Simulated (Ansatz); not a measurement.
**Ir: response to strain**

Ir is deformed so: zz strain of -3 %. What stress and forces result, by LAPW, PAW and all-electron datasets made for the crystal?

Method: DFT PBE, scalar-relativistic, in Ansatz 0.2.0.

## 1. The structure to begin with

The structure is cubic, space group Fm-3m (No. 225). The conventional cell has a = 3.839 Å, b = 3.839 Å, c = 3.839 Å, α = 90.00°, β = 90.00°, γ = 90.00°. Ir (site symmetry m-3m) has 12 Ir at 2.71 Å as nearest neighbours.

As a file:

```
Ir
1.0
     0.00000    1.91970    1.91970
     1.91970    0.00000    1.91970
     1.91970    1.91970    0.00000
Ir
1
Direct
  0.00000 0.00000 0.00000
```

## 2. After the deformation

Space group Fm-3m before, I4/mmm after.

## 3. Full-potential LAPW

Input file input.yaml:

```yaml
crystal:
  lattice:
    - [0.0, 1.9197, 1.862109]
    - [1.9197, 0.0, 1.862109]
    - [1.9197, 1.9197, 0.0]
  atoms:
    - { symbol: Ir, position: [0.0, 0.0, 0.0] }
kpoints:
  mp_grid: { grid: [15, 15, 15] }
  band_path:
    path:
      - [0.0, 0.0, 0.0]
      - [0.0, 0.5, 0.5]
      - [0.25, 0.75, 0.5]
      - [0.0, 0.5, 0.0]
      - [0.0, 0.0, 0.0]
      - [0.5, 0.5, 0.0]
      - [0.3828515251, 0.6171484749, 0.0]
      - [-0.3828515251, 0.3828515251, 0.0]
      - [0.0, 0.0, 0.0]
    npoints: 5
scf:
  occupations: { method: fermi_dirac, width: 0.05 }
hamiltonian:
  xc: pbe
  pseudopotentials: { kind: all_electron, lapw: { basis_error: 0.0005 } }
output:
  forces: true
  stress: true
  eigenvalues: true
```

Run with:

```console
ansatz run input.yaml --threads 1 --pin off --max-ram 3072MiB --backend cpu --events-out ev --progress --plain --runs-dir out
```

## 4. PAW on the default files

Input file input.yaml:

```yaml
crystal:
  lattice:
    - [0.0, 1.9197, 1.862109]
    - [1.9197, 0.0, 1.862109]
    - [1.9197, 1.9197, 0.0]
  atoms:
    - { symbol: Ir, position: [0.0, 0.0, 0.0] }
kpoints:
  mp_grid: { grid: [15, 15, 15] }
scf:
  occupations: { method: fermi_dirac, width: 0.05 }
hamiltonian:
  xc: pbe
  pseudopotentials: { kind: paw }
output:
  forces: true
  stress: true
  eigenvalues: true
  efg: { contact_densities: true }
  write_density: true
  write_potential: true
  elf: true
  volumetric_format: npy
```

## 5. All-electron PAW on datasets made for the crystal

input.yaml, as its differences from that of step 4:

```diff
@@ -13,3 +13,3 @@
   xc: pbe
-  pseudopotentials: { kind: paw }
+  pseudopotentials: { kind: all_electron, datasets: crystal }
 output:
@@ -19,5 +19 @@
   efg: { contact_densities: true }
-  write_density: true
-  write_potential: true
-  elf: true
-  volumetric_format: npy
```

(Steps that only read results are left out.)

**Question.** What will these runs give? Wanted: pressure; largest shear or deviatoric stress.

The runs gave:

| quantity | value |
| --- | --- |
| pressure | LAPW 21.94, PAW 22.04, crystal datasets 21.94 GPa |
| largest shear or deviatoric stress (LAPW) | 8.37 GPa |

The largest part of the stress beyond the pressure is 8.37 GPa in size, in the zz component. No run of the undeformed cell stands beside it, so the pressure holds what the given cell had before the change. PAW: stress within 0.10 GPa of LAPW. Crystal datasets: stress within 0.01 GPa of LAPW. Spin-orbit coupling is left out, though the cell holds Ir; in elements this heavy it can shift bands and gaps by tenths of an eV.
